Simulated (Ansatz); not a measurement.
# MgO: the cost of one run

Computed with Ansatz 0.2.0 (DFT PBE, scalar-relativistic, plane waves, PAW, unless a step's input says otherwise).

### 1 Starting point

It takes space group P6_3/mmc (No. 194, hexagonal). The conventional cell has a = 3.486 Å, b = 3.486 Å, c = 4.178 Å, α = 90.00°, β = 90.00°, γ = 120.00°. Mg (site symmetry -6m2) is surrounded by 5 O at 2.01 to 2.09 Å. Around O (site symmetry -6m2) lie 5 Mg at 2.01 to 2.09 Å.

As a file:

```cif
data_structure
_symmetry_space_group_name_H-M 'P6_3/mmc'
_symmetry_Int_Tables_number 194
_cell_length_a 3.4864
_cell_length_b 3.4864
_cell_length_c 4.1780
_cell_angle_alpha 90.000
_cell_angle_beta 90.000
_cell_angle_gamma 120.000
_cell_volume 43.98
loop_
_atom_site_label
_atom_site_type_symbol
_atom_site_symmetry_multiplicity
_atom_site_Wyckoff_symbol
_atom_site_fract_x
_atom_site_fract_y
_atom_site_fract_z
_atom_site_occupancy
Mg1 Mg 2 c 0.66667 0.33333 0.75000 1
O1 O 2 d 0.66667 0.33333 0.25000 1
```

The structure comes from the Materials Project (structure only).

### 2 A change within a subgroup

Against the listed cell: strain xx, yy, zz, yz, xz, xy = -1.9, -4.2, -0.8, +0.2, +0.3, +2.0 %; atoms moved by 0.03 Å root mean square, at most 0.05 Å.

The input, input.yaml:

```yaml
crystal:
  lattice:
    - [3.4199972282, 0.0697275573, 0.0111912729]
    - [-1.6496127782, 2.8571950614, -9.9466e-06]
    - [0.0134115123, 0.0077293763, 4.1462045459]
  atoms:
    - { symbol: Mg, position: [0.6645749747, 0.3322874823, 0.7500295186] }
    - { symbol: Mg, position: [0.3389348606, 0.6694674353, 0.2577233611] }
    - { symbol: O, position: [0.6600930289, 0.3300465094, 0.2401911342] }
    - { symbol: O, position: [0.3363971358, 0.6681985729, 0.7520559861] }
basis:
  ecutwfc: 420
kpoints:
  mp_grid: { grid: [9, 9, 6] }
hamiltonian:
  xc: pbe
scf:
  occupations: { method: gaussian, width: 0.02 }
output:
  forces: true
  stress: true
  eigenvalues: true
```

The run is started by

```console
ansatz run input.yaml --threads 1 --pin off --max-ram 1331MiB --backend cpu --events-out ev --progress --plain --runs-dir out
```

Q: Estimate wall time and peak memory on 1 thread of an x86-64 CPU, shared host.

About 29 s, with a peak of 0.47 GiB.
